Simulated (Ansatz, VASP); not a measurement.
Two plane-wave programs on HfO2

The input INCAR:

```
SYSTEM = HfO2
ALGO = Normal ; EDIFF = 1E-6
EDIFFG = -0.005 ; ENCUT = 600
GGA = PS ; IBRION = 2
ISIF = 3 ; ISMEAR = 0
LASPH = .TRUE. ; LCHARG = .FALSE.
LREAL = .FALSE. ; LWAVE = .FALSE.
NELM = 60 ; NSW = 70
PREC = Accurate ; SIGMA = 0.02
```

The input KPOINTS:

```
k-points
0
G
  8 8 8
  0 0 0
```

POSCAR

```
HfO2
1.0
    0.0000000000      2.5488057610      2.5488057610
    2.5488057610      0.0000000000      2.5488057610
    2.5488057610      2.5488057610      0.0000000000
Hf O
1 2
Direct
    0.0000000000      0.0000000000      0.0000000000
    0.2500000000      0.2500000000      0.2500000000
    0.7500000000      0.7500000000      0.7500000000
```

Input for Ansatz:

```yaml
crystal:
  lattice:
    - [0.0, 2.5488057613, 2.5488057613]
    - [2.5488057613, 0.0, 2.5488057613]
    - [2.5488057613, 2.5488057613, 0.0]
  atoms:
    - { symbol: Hf, position: [0.0, 0.0, 0.0] }
    - { symbol: O, position: [0.25, 0.25, 0.25] }
    - { symbol: O, position: [0.75, 0.75, 0.75] }
basis:
  ecutwfc: 420
kpoints:
  mp_grid: { grid: [8, 8, 8] }
hamiltonian:
  xc: pbesol
scf:
  occupations: { method: gaussian, width: 0.02 }
output:
  forces: true
  stress: true
  eigenvalues: true
relax:
  adjacent_minimum: "off"
  f_tol: 0.005
  max_steps: 50
  cell: { stress_tol: 0.05 }
```

Alike in both runs: task relaxation of cell and atoms; functional PBEsol; k mesh 8 × 8 × 8; occupations gaussian, width 0.02 eV; no spin polarisation.

|  | VASP | Ansatz |
| --- | --- | --- |
| version | VASP 6.6.1 | Ansatz 0.2.0 |
| potentials or method | VASP PAW PBE potentials, release 64 (Hf_pv, O) | scalar-relativistic, plane waves, PAW |
| plane-wave cutoff (eV) | 600 | 420 |
| valence electrons in the cell | 22 | 38 |

```csv
,VASP,Ansatz,Ansatz less VASP
"gap on the k mesh at the Fermi level, each at its own relaxed structure (eV)",3.75,3.69,-0.063
relaxed volume (Å³/atom),10.53,10.69,+0.161
relaxed cell length with the largest relative difference (Å),3.549,3.567,+0.0180
energy change over the relaxation (meV/atom),-19,-9,+10.3
```

The two sets of potentials don't hold the same shells in valence.

Caveats: the PAW data sets were made with another functional, which shifts forces and pressure a little (VASP); spin-orbit coupling is left out, which moves the levels of the heavy elements. As with any semilocal functional, this PBEsol gap is likely too small. A k mesh can miss the band edges.
